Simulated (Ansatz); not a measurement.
# Structure types of SiC at a series of pressures

All-electron LAPW in Ansatz 0.2.0 under PBE, scalar-relativistic, energies extrapolated to zero smearing, no spin–orbit coupling; spin polarisation is left out. At each pressure a set of structure types was relaxed with symmetry kept. The table gives H = E + pV above the lowest type of that row in meV/atom (up to 5 of noise); a dash means not tried or turned into another type. Real phases may be missing from the set. k spacings are near 0.17 to 0.21 Å⁻¹, smearing 0.05 to 0.1 eV.

Q: Among rocksalt, zincblende, CsCl, NiAs, wurtzite, flat h-MgO, which leads at -0.18, 21, 51, 100, 190, 320 GPa?

A: zincblende or wurtzite at -0.18 GPa; zincblende or wurtzite at 21 GPa; zincblende or wurtzite at 51 GPa; rocksalt at 100 GPa; rocksalt at 190 GPa; rocksalt at 320 GPa.

```tsv
p (GPa)	V of the lowest (Å³/atom)	rocksalt	zincblende	CsCl	NiAs	wurtzite	flat h-MgO
-0.18	10.51	740	0	2071	784	3	–
21	9.66	474	0	1898	536	3	–
51	8.84	144	0	1662	228	4	–
100	6.57	0	317	1615	113	324	–
190	5.83	0	1015	1719	154	1025	–
320	5.17	0	1832	1803	204	–	1558
```
